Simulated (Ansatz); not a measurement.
# Dielectric response of CaO (110) films, part 2 of 4

How well do thin rocksalt CaO (110) films screen a perpendicular field?

Ansatz 0.2.0; plane-wave DFT, PBEsol, Ansatz PAW.

So far. Step 2 (Relaxing the film, 10 atoms, units 5): The gap is 2.15 eV, with the valence edge 3.58 eV and the conduction edge 1.43 eV under the upper vacuum level.

**3. Single point on the relaxed film, 10 atoms, units 5**

The film was relaxed beforehand; a single point on the relaxed positions gives its levels and potential.

File input.yaml:

```yaml
crystal:
  lattice:
    - [3.40118362, 0.0, 0.0]
    - [0.0, 4.81, 0.0]
    - [0.0, 0.0, 24.802367235]
  atoms:
    - { symbol: Ca, position: [0.5, 0.5, 0.3692276862] }
    - { symbol: O, position: [0.5, 0.0, 0.370250431] }
    - { symbol: Ca, position: [0.0, 0.0, 0.4299743354] }
    - { symbol: O, position: [0.0, 0.5, 0.4296118352] }
    - { symbol: Ca, position: [0.5, 0.5, 0.4999999998] }
    - { symbol: O, position: [0.5, 0.0, 0.5000000004] }
    - { symbol: Ca, position: [0.0, 0.0, 0.5700256646] }
    - { symbol: O, position: [0.0, 0.5, 0.5703881649] }
    - { symbol: Ca, position: [0.5, 0.5, 0.6307723138] }
    - { symbol: O, position: [0.5, 0.0, 0.6297495687] }
kpoints:
  mp_grid: { grid: [8, 6, 1] }
hamiltonian:
  xc: pbesol
scf:
  occupations: { method: fixed }
  convergence: { dr2_threshold: 1.0e-09 }
efield:
  axis: 3
  dipole_correction: true
  ramp_position: 0.97
  ramp_width: 0.06
output:
  eigenvalues: true
  write_potential: true
  write_density: true
  volumetric_format: npy
```

Command:

```bash
$ ansatz run input.yaml --threads 4 --pin off --max-ram 12288MiB --backend cpu --events-out ev --progress --plain --runs-dir out
```

Numbers of over 12 decimals in the logs are rounded to 6 here.

The log of the run:

```text
[...]
Crystal: 10 atoms, lattice volume = 405.759 Å³
Basis set: ecut = 420 eV, 7901 PW (Γ)
Bands: 50, of which v1, the nominal top of the filled ones, is band 40 counted from 1 (39 counted from 0)
Symmetry: 4 space group operations
k-points: 20 of 48
[...]
SCF iter   1: F=—  HF=-11787.244741 eV  |F-HF|=—  |Δ(HF+E_count)|=         —  Δρ=7.55e-3  dr2=2.17e-1  ethr=1.77e-3  p=-0.000 e·Å  D=-9.67e-10 V/Å  ΔV_dip=0.00 eV  dr2_dipole=2.67e-10  V_vac-E_F(+/−)=3.80/3.80 eV  ⟨swp⟩=6.5  Hψ=4606  notcnv=0  defer=151
[...]
SCF iter  10: F=-11787.197859 eV  HF=-11787.197859 eV  |F-HF|=1.91e-10  |Δ(HF+E_count)|=   6.11e-9  Δρ=2.82e-7  dr2=2.35e-10  ethr=1.25e-12  p=-0.000 e·Å  D=-2.07e-8 V/Å  ΔV_dip=0.00 eV  dr2_dipole=3.09e-15  V_vac-E_F(+/−)=3.58/3.58 eV  ⟨swp⟩=22.8  Hψ=5959  notcnv=0
SCF 1 converged in 10 iterations: F = -11787.197859 eV  dr2 = 2.35e-10
[...]
SCF converged after 10 iterations
Free energy (F): -11787.197859 eV
[...]
Internal energy: -11787.197859 eV  (E = F + TS)
E sigma→0 (E₀):  -11787.197859 eV
Fermi energy:    0.477932 eV
Dipole field:    D = 0.000000 V/Å  (p = 0.000000 e·Å, saw-weighted, corrected)
Work function:   Φ+ = 3.5793 eV   Φ− = 3.5793 eV
[...]
--- Band table (eV; the first three rows and the last of 20) ---
  k-point 0: bands = [... 36 lower, -0.0613, 0.1232, 0.2312, 0.4779, 2.6313, 2.8223, 3.5292, 4.0776, ... 6 higher]
  k-point 1: bands = [... 36 lower, -0.4269, 0.1125, 0.1964, 0.4386, 2.7990, 2.9503, 3.6041, 4.2563, ... 6 higher]
  k-point 2: bands = [... 36 lower, -0.5265, 0.0713, 0.1295, 0.3642, 3.1488, 3.2623, 3.7719, 4.7502, ... 6 higher]
  k-point 19: bands = [... 36 lower, -0.5904, -0.4987, -0.0989, -0.0965, 4.4426, 4.4511, 5.6828, 5.8203, ... 6 higher]
```

Elapsed: 14 s, on 4 threads of Arm Neoverse V1, shared host; peak memory 0.97 GiB; 56 s of CPU time.

Numbers from this step:

| Property | Result |
| --- | --- |
| gap on the k-mesh | 2.153 eV |
| dipole along the normal | 7.14e-8 e·Å |
| electron affinity, upper face | 1.426 eV |

Running mean over 1.701 Å of the planar mean; the ramp of the sawtooth is left out. Electron's electrostatic potential energy less the highest filled level against z:

```
z (Å)  electron's electrostatic potential energy less the highest filled level (eV)
    4                                                                          3.58
    5                                                                          3.58
    6                                                                          3.56
    7                                                                          3.44
    8                                                                          1.49
    9                                                                         -4.01
   10                                                                         -5.72
   11                                                                         -4.40
   12                                                                         -4.35
   13                                                                         -4.28
   14                                                                         -4.55
   15                                                                         -5.69
   16                                                                         -3.36
   17                                                                          2.36
   18                                                                          3.49
   19                                                                          3.57
   20                                                                          3.58
   21                                                                          3.58
```

The gap is 2.15 eV, with the valence edge 3.58 eV and the conduction edge 1.43 eV under the upper vacuum level.

**4. Single point, 10 atoms, units 5, field 0.05 V/Å**

A sawtooth potential applies the field, turning back in the middle of the vacuum. With the dipole correction the typed value is the field outside the slab. The induced dipole is small, so the SCF threshold is tight.

input.yaml: that of step 3 with these lines changed.

```diff
@@ -22,3 +22,3 @@
   occupations: { method: fixed }
-  convergence: { dr2_threshold: 1.0e-09 }
+  convergence: { dr2_threshold: 1.0e-10 }
 efield:
@@ -28,4 +28,4 @@
   ramp_width: 0.06
+  amplitude: 0.05
 output:
-  eigenvalues: true
   write_potential: true
```

The log of the run:

```text
[...]
Crystal: 10 atoms, lattice volume = 405.759 Å³
Basis set: ecut = 420 eV, 7901 PW (Γ)
Bands: 50, of which v1, the nominal top of the filled ones, is band 40 counted from 1 (39 counted from 0)
Symmetry: 4 space group operations
k-points: 20 of 48
[...]
SCF iter   1: F=—  HF=-11798.861771 eV  |F-HF|=—  |Δ(HF+E_count)|=         —  Δρ=8.29e-2  dr2=4.01e1  ethr=3.10e-3  p=0.044 e·Å  D=1.97e-2 V/Å  ΔV_dip=-0.49 eV  dr2_dipole=3.94e-4  V_vac-E_F(+/−)=13.41/12.77 eV  ⟨swp⟩=8.3  Hψ=4774  notcnv=0  defer=156
[...]
SCF iter  15: F=-11787.198690 eV  HF=-11787.198690 eV  |F-HF|=3.64e-11  |Δ(HF+E_count)|=  1.89e-10  Δρ=8.29e-8  dr2=1.81e-11  ethr=1.00e-12  p=0.033 e·Å  D=1.48e-2 V/Å  ΔV_dip=-0.37 eV  dr2_dipole=6.46e-14  V_vac-E_F(+/−)=3.94/3.18 eV  ⟨swp⟩=21.1  Hψ=5381  notcnv=0
SCF 1 converged in 15 iterations: F = -11787.198690 eV  dr2 = 1.81e-11
[...]
SCF converged after 15 iterations
[...]
Free energy (F): -11787.198690 eV
[...]
Internal energy: -11787.198690 eV  (E = F + TS)
E sigma→0 (E₀):  -11787.198690 eV
Fermi energy:    0.482564 eV
Dipole field:    D = 0.014828 V/Å  (p = 0.033249 e·Å, saw-weighted, corrected)
Work function:   not extracted (applied field tilts the vacuum); planar V_es + V_field profile in the machine report
[...]
--- Band table (eV; the first three rows and the last of 20) ---
  k-point 0: bands = [... 36 lower, -0.0459, 0.1247, 0.2262, 0.4826, 2.5934, 2.8560, 3.5272, 3.9844, ... 6 higher]
  k-point 1: bands = [... 36 lower, -0.3927, 0.1141, 0.1913, 0.4433, 2.7546, 2.9908, 3.6026, 4.1589, ... 6 higher]
  k-point 2: bands = [... 36 lower, -0.5280, 0.0728, 0.1242, 0.3691, 3.1014, 3.3064, 3.7711, 4.6302, ... 6 higher]
  k-point 19: bands = [... 36 lower, -0.6034, -0.4861, -0.1399, -0.0562, 4.3905, 4.5025, 5.6784, 5.8170, ... 6 higher]
```

Elapsed: 18 s, on 4 threads; peak memory 0.95 GiB.

This step gave:

```yaml
gap_on_the_k_mesh: 2.111 eV
dipole_along_the_normal: 0.03325 e·Å
```

The dipole is 0.0332 e·Å, and the gap on the mesh 2.111 eV.

**5. Single point, 10 atoms, units 5, field -0.05 V/Å**

input.yaml: that of step 4 with these lines changed.

```diff
@@ -28,3 +28,3 @@
   ramp_width: 0.06
-  amplitude: 0.05
+  amplitude: -0.05
 output:
```

The log of the run:

```text
[...]
Crystal: 10 atoms, lattice volume = 405.759 Å³
Basis set: ecut = 420 eV, 7901 PW (Γ)
Bands: 50, of which v1, the nominal top of the filled ones, is band 40 counted from 1 (39 counted from 0)
Symmetry: 4 space group operations
k-points: 20 of 48
[...]
k-point 0: bands = [... 36 lower, -0.0459, 0.1247, 0.2262, 0.4826, 2.5934, 2.8560, 3.5272, 3.9844, ... 6 higher]
  k-point 1: bands = [... 36 lower, -0.3927, 0.1141, 0.1913, 0.4433, 2.7546, 2.9908, 3.6026, 4.1589, ... 6 higher]
  k-point 2: bands = [... 36 lower, -0.5280, 0.0728, 0.1242, 0.3691, 3.1014, 3.3064, 3.7711, 4.6302, ... 6 higher]
  k-point 19: bands = [... 36 lower, -0.6034, -0.4861, -0.1399, -0.0562, 4.3905, 4.5025, 5.6784, 5.8170, ... 6 higher]
[key lines of the parts left out:]
SCF converged after 15 iterations
Free energy (F): -11787.198690 eV
Fermi energy:    0.482564 eV
Dipole field:    D = -0.014828 V/Å  (p = -0.033249 e·Å, saw-weighted, corrected)
```

Run time: 18 s. Hardware: 4 threads; peak memory 0.96 GiB; 70 s of CPU time.

The dipole is -0.0332 e·Å, and the gap on the mesh 2.111 eV.

**6. Response with the atoms held, 10 atoms, units 5**

This step: plane-wave DFT, PBEsol, Ansatz PAW; response to a field along the normal, atoms held (Ansatz 0.2.0).

The two fields give this film's response with the atoms held: the electronic part.

Numbers from this step:

```yaml
equivalent_conductor_thickness_p_eps_0ae: 7.355 Å
distance_between_the_outer_atoms: 6.487 Å
thickness: 8.503 Å
```

Local field over the applied field, running mean. From the potentials at -0.05 and 0.05 V/Å; running mean over 1.701 Å, taken twice. Local field over applied field against z:

z (Å), local field over applied field and a bar from the least value:
```
      4.5      0.996 ##############################
      5.0      0.991 ##############################
      5.5      0.980 #############################
      6.0      0.956 ############################
      6.5      0.907 ###########################
      7.0      0.821 #######################
      7.5      0.691 ###################
      8.0      0.531 #############
      8.5      0.372 #######
      9.0      0.253 ###
      9.5      0.192 
     10.0      0.189 
     10.5      0.215 #
     11.0      0.245 ##
     11.5      0.263 ###
     12.0      0.267 ###
     12.5      0.267 ###
     13.0      0.266 ###
     13.5      0.258 ###
     14.0      0.234 ##
     14.5      0.203 #
     15.0      0.185 
     15.5      0.210 #
     16.0      0.293 ####
     16.5      0.432 #########
     17.0      0.596 ###############
     17.5      0.747 #####################
     18.0      0.861 #########################
     18.5      0.930 ############################
     19.0      0.967 #############################
     19.5      0.985 ##############################
     20.0      0.994 ##############################
     20.5      0.997 ##############################
```

The induced electron density oscillates, so the rows of the table below give means over windows of 1 Å about each position, cut where the curve ends. Its maxima inside the range that stand out by 2 % of the span (Å: e/Å³ per V/Å): 8.3: 0.00287, 9.2: 0.00130, 10.2: -4.1e-4, 10.9: -4.0e-4, 11.8: 9.8e-4, 12.5: 1.9e-4, 13.6: 8.1e-4, 14.3: 7.6e-4, 15.0: 7.7e-4, 15.8: -2.1e-4. Its minima: 9.0: 2.1e-4, 9.8: -7.7e-4, 10.5: -7.6e-4, 11.2: -8.1e-4, 12.3: -1.9e-4, 13.0: -9.8e-4, 13.9: 4.0e-4, 14.6: 4.1e-4, 15.6: -0.00130, 16.5: -0.00287.

Electrons, planar mean, per unit field. The induced electron density by z; means over each step:

z (Å), induced electron density (e/Å³ per V/Å) and a bar from the least value:
```
        5    0.00005 ###############
        6    0.00026 ################
        7    0.00106 #####################
        8    0.00252 ##############################
        9    0.00099 #####################
       10   -0.00055 ###########
       11   -0.00053 ###########
       12    0.00038 #################
       13   -0.00034 ############
       14    0.00061 ##################
       15    0.00029 ################
       16   -0.00140 ######
       17   -0.00232 
       18   -0.00082 #########
       19   -0.00019 #############
       20   -0.00004 ##############
```

By hand: between -0.05 and 0.05 V/Å the dipole changes by 0.06650 e·Å, a slope of 0.6650 e·Å²/V. A perfect conductor of thickness t has p = ε₀AEt, so t = 180.95 × 0.6650 / 16.360 = 7.36 Å (e/ε₀ = 180.95 V·Å, A in Å²).

The induced dipole is that of a conductor 7.36 Å thick.

**7. Field on, atoms free, 10 atoms, field 0.05 V/Å**

This step: plane-wave DFT, PBEsol, Ansatz PAW (Ansatz 0.2.0).

Now the atoms may follow the field. A weak field makes forces of meV/Å to tens of meV/Å, so the force tolerance is set well below the usual one.

input.yaml: that of step 5 with these lines changed.

```diff
@@ -28,3 +28,6 @@
   ramp_width: 0.06
-  amplitude: -0.05
+  amplitude: 0.05
+relax:
+  f_tol: 0.0006
+  max_steps: 70
 output:
```

The log of the run:

```text
[...]
Crystal: 10 atoms, lattice volume = 405.759 Å³
Basis set: ecut = 420 eV, 7901 PW (Γ), exchange–correlation on 48×72×360 points (8 copies of the dense FFT grid, shifted against one another)
Bands: 50, of which v1, the nominal top of the filled ones, is band 40 counted from 1 (39 counted from 0)
Symmetry: 4 space group operations
k-points: 20 of 48
[...]
SCF iter   1: F=—  HF=-11798.861321 eV  |F-HF|=—  |Δ(HF+E_count)|=         —  Δρ=8.29e-2  dr2=4.01e1  ethr=3.10e-3  p=0.044 e·Å  D=1.97e-2 V/Å  ΔV_dip=-0.49 eV  dr2_dipole=3.94e-4  V_vac-E_F(+/−)=13.41/12.77 eV  ⟨swp⟩=8.3  Hψ=4776  notcnv=0  defer=154
[...]
SCF iter  15: F=-11787.198683 eV  HF=-11787.198683 eV  |F-HF|=6.55e-11  |Δ(HF+E_count)|=  1.80e-10  Δρ=9.00e-8  dr2=2.16e-11  ethr=1.00e-12  p=0.033 e·Å  D=1.48e-2 V/Å  ΔV_dip=-0.37 eV  dr2_dipole=1.65e-13  V_vac-E_F(+/−)=3.94/3.18 eV  ⟨swp⟩=7.0  Hψ=5230  notcnv=0
SCF 1 converged in 15 iterations: F = -11787.198683 eV  dr2 = 2.16e-11
[...]
relax step   1: F+E_penalty+E_count = -11787.19868311 eV  Δ(F+E_penalty+E_count) = +0.000e0 eV  max|allowed force component| = 3.187e-2 eV/Å  Δτ_max = 0.0000 Å  (15 SCF iters, accepted)
[...]
SCF iter   9: F=-11787.198599 eV  HF=-11787.198599 eV  |F-HF|=1.09e-10  |Δ(HF+E_count)|=  3.86e-10  Δρ=1.22e-7  dr2=4.69e-11  ethr=1.00e-12  p=0.048 e·Å  D=2.16e-2 V/Å  ΔV_dip=-0.54 eV  dr2_dipole=7.33e-13  V_vac-E_F(+/−)=3.86/3.26 eV  ⟨swp⟩=7.2  Hψ=5331  notcnv=0
SCF 2 converged in 9 iterations: F = -11787.198599 eV  dr2 = 4.69e-11
[...]
relax step   2: F+E_penalty+E_count = -11787.19859910 eV  Δ(F+E_penalty+E_count) = +8.401e-5 eV  max|allowed force component| = 3.159e-2 eV/Å  Δτ_max = 0.0062 Å  (9 SCF iters, rejected (line search))
SCF iter   1: F=—  HF=-11787.198897 eV  |F-HF|=—  |Δ(HF+E_count)|=         —  Δρ=1.87e-4  dr2=2.63e-4  ethr=5.67e-6  p=0.048 e·Å  D=2.16e-2 V/Å  ΔV_dip=-0.54 eV  dr2_dipole=9.02e-5  V_vac-E_F(+/−)=3.86/3.26 eV  ⟨swp⟩=4.0  Hψ=1980  notcnv=0  defer=157
[...]
SCF iter   9: F=-11787.198887 eV  HF=-11787.198887 eV  |F-HF|=8.73e-11  |Δ(HF+E_count)|=  3.04e-10  Δρ=7.15e-8  dr2=1.45e-11  ethr=1.00e-12  p=0.041 e·Å  D=1.84e-2 V/Å  ΔV_dip=-0.46 eV  dr2_dipole=6.62e-13  V_vac-E_F(+/−)=3.90/3.22 eV  ⟨swp⟩=7.0  Hψ=5124  notcnv=0
SCF 3 converged in 9 iterations: F = -11787.198887 eV  dr2 = 1.45e-11
relax step   3: F+E_penalty+E_count = -11787.19888743 eV  Δ(F+E_penalty+E_count) = -2.043e-4 eV  max|allowed force component| = 3.564e-3 eV/Å  Δτ_max = 0.0025 Å  (9 SCF iters, accepted)
[...]
relax step   4: F+E_penalty+E_count = -11787.19879805 eV  Δ(F+E_penalty+E_count) = +8.938e-5 eV  max|allowed force component| = 2.941e-2 eV/Å  Δτ_max = 0.0021 Å  (8 SCF iters, rejected (line search))
SCF iter   1: F=—  HF=-11787.198860 eV  |F-HF|=—  |Δ(HF+E_count)|=         —  Δρ=9.32e-5  dr2=1.32e-4  ethr=1.59e-6  p=0.045 e·Å  D=2.01e-2 V/Å  ΔV_dip=-0.50 eV  dr2_dipole=3.97e-5  V_vac-E_F(+/−)=3.88/3.24 eV  ⟨swp⟩=2.2  Hψ=1666  notcnv=0  defer=159
[...]
SCF iter   8: F=-11787.198889 eV  HF=-11787.198889 eV  |F-HF|=1.44e-10  |Δ(HF+E_count)|=  4.04e-10  Δρ=1.23e-7  dr2=3.00e-11  ethr=1.00e-12  p=0.041 e·Å  D=1.85e-2 V/Å  ΔV_dip=-0.46 eV  dr2_dipole=6.97e-13  V_vac-E_F(+/−)=3.90/3.23 eV  ⟨swp⟩=7.0  Hψ=5526  notcnv=0
SCF 5 converged in 8 iterations: F = -11787.198889 eV  dr2 = 3.00e-11
relax step   5: F+E_penalty+E_count = -11787.19888881 eV  Δ(F+E_penalty+E_count) = -1.387e-6 eV  max|allowed force component| = 3.847e-4 eV/Å  Δτ_max = 0.0003 Å  (8 SCF iters, accepted)
NSCF: frozen V_eff on 20 k-points
the band table was solved once a step of the walk had ended and its energy, with any forces and stress, was formed, with the checks that follow a solve (6091 applications of the Hamiltonian). They found nothing against the state; the energy, forces and stress were not computed again (output.eigenvalues in the input reference)
[...]
SCF converged after 8 iterations
[...]
Free energy (F): -11787.198889 eV
[...]
Internal energy: -11787.198889 eV  (E = F + TS)
E sigma→0 (E₀):  -11787.198889 eV
Fermi energy:    0.477984 eV
Dipole field:    D = 0.018502 V/Å  (p = 0.041487 e·Å, saw-weighted, corrected)
Work function:   not extracted (applied field tilts the vacuum); planar V_es + V_field profile in the machine report
[...]
--- Forces (eV/Å), atoms counted from 1 ---
  atom   1  Ca     0.00000000     0.00000000    -0.00032444
  atom   2  O      0.00000000     0.00000000    -0.00012927
  atom   3  Ca     0.00000000     0.00000000     0.00025951
  atom   4  O      0.00000000     0.00000000     0.00038521
  atom   5  Ca     0.00000000     0.00000000    -0.00010397
  atom   6  O      0.00000000     0.00000000    -0.00022691
  atom   7  Ca     0.00000000     0.00000000     0.00009101
  atom   8  O      0.00000000     0.00000000     0.00023487
  atom   9  Ca     0.00000000     0.00000000    -0.00027633
  atom  10  O      0.00000000     0.00000000     0.00009560
  max |Σ_I F_I| component: 5.28e-6 eV/Å
--- Band table (eV; the first three rows and the last of 20) ---
  k-point 0: bands = [... 36 lower, -0.0602, 0.1232, 0.2310, 0.4780, 2.6187, 2.8331, 3.5287, 4.0193, ... 6 higher]
  k-point 1: bands = [... 36 lower, -0.4200, 0.1125, 0.1962, 0.4386, 2.7839, 2.9639, 3.6038, 4.1949, ... 6 higher]
  k-point 2: bands = [... 36 lower, -0.5266, 0.0713, 0.1293, 0.3643, 3.1336, 3.2768, 3.7721, 4.6675, ... 6 higher]
  k-point 19: bands = [... 36 lower, -0.5916, -0.4977, -0.1110, -0.0846, 4.4259, 4.4683, 5.6827, 5.8202, ... 6 higher]
--- Relaxed structure (5 steps of the walk, 3 accepted, 0 SCFs on fresh bases) ---
  F+E_penalty+E_count = -11787.19888881 eV   max|allowed force component| = 3.847e-4 eV/Å
  atoms:
    - { symbol: Ca, position: [0.5, 0.5, 0.369316] }
    - { symbol: O, position: [0.5, 0.0, 0.370149] }
    - { symbol: Ca, position: [0.0, 0.0, 0.429981] }
    - { symbol: O, position: [0.0, 0.5, 0.429623] }
    - { symbol: Ca, position: [0.5, 0.5, 0.500088] }
    - { symbol: O, position: [0.5, 0.0, 0.499901] }
    - { symbol: Ca, position: [0.0, 0.0, 0.570033] }
    - { symbol: O, position: [0.0, 0.5, 0.570400] }
    - { symbol: Ca, position: [0.5, 0.5, 0.630862] }
    - { symbol: O, position: [0.5, 0.0, 0.629648] }
```

It took 48 s on 4 threads; peak memory 0.86 GiB.

Hardly anything moved in the relaxation; the energy changed by under 0.2 meV an atom.

This step gave:

- gap on the k-mesh: 2.141 eV
- dipole along the normal: 0.04149 e·Å

The relaxation took 5 steps and lowered the energy by 2.1e-4 eV; the largest force on the free atoms ends at 3.8e-4 eV/Å.

The dipole is 0.0415 e·Å, and the gap on the mesh 2.141 eV.

**8. Relaxing in the field, 10 atoms, field -0.05 V/Å**

The opposite sign, again from the field-free geometry; the difference of the two cancels what relaxes without a field.

input.yaml: that of step 7 with these lines changed.

```diff
@@ -28,3 +28,3 @@
   ramp_width: 0.06
-  amplitude: 0.05
+  amplitude: -0.05
 relax:
```

The log of the run:

```text
[...]
Crystal: 10 atoms, lattice volume = 405.759 Å³
Basis set: ecut = 420 eV, 7901 PW (Γ), exchange–correlation on 48×72×360 points (8 copies of the dense FFT grid, shifted against one another)
Bands: 50, of which v1, the nominal top of the filled ones, is band 40 counted from 1 (39 counted from 0)
Symmetry: 4 space group operations
k-points: 20 of 48
[...]
- { symbol: O, position: [0.5, 0.0, 0.370352] }
    - { symbol: Ca, position: [0.0, 0.0, 0.429967] }
    - { symbol: O, position: [0.0, 0.5, 0.429600] }
    - { symbol: Ca, position: [0.5, 0.5, 0.499912] }
    - { symbol: O, position: [0.5, 0.0, 0.500099] }
    - { symbol: Ca, position: [0.0, 0.0, 0.570019] }
    - { symbol: O, position: [0.0, 0.5, 0.570377] }
    - { symbol: Ca, position: [0.5, 0.5, 0.630684] }
    - { symbol: O, position: [0.5, 0.0, 0.629851] }
[key lines of the parts left out:]
SCF converged after 8 iterations
Free energy (F): -11787.198889 eV
Fermi energy:    0.477984 eV
Dipole field:    D = -0.018502 V/Å  (p = -0.041488 e·Å, saw-weighted, corrected)
```

Elapsed: 48 s, on 4 threads; peak memory 0.86 GiB; 3.1 min of CPU time.

No atom moved by 0.005 Å in the relaxation.

The relaxation took 5 steps and lowered the energy by 2.1e-4 eV; the largest force on the free atoms ends at 3.8e-4 eV/Å.

The dipole is -0.0415 e·Å, and the gap on the mesh 2.141 eV.

[end of part 2 of 4]

[Logs are printed without paths, hosts, clocks, repeated set-up lines and the standing remarks that a program may print on its own settings, such as how far it seeks lower states.]

[Hosts, paths, dates, database ids (printed as entryN), source tags and the programs' standing remarks are cut or masked in the printed files.]

[Maps of the electrostatic potential energy from Ansatz leave out the sawtooth potential of an applied field or a dipole correction, so their vacuum need not be flat; planar profiles and work functions include it.]
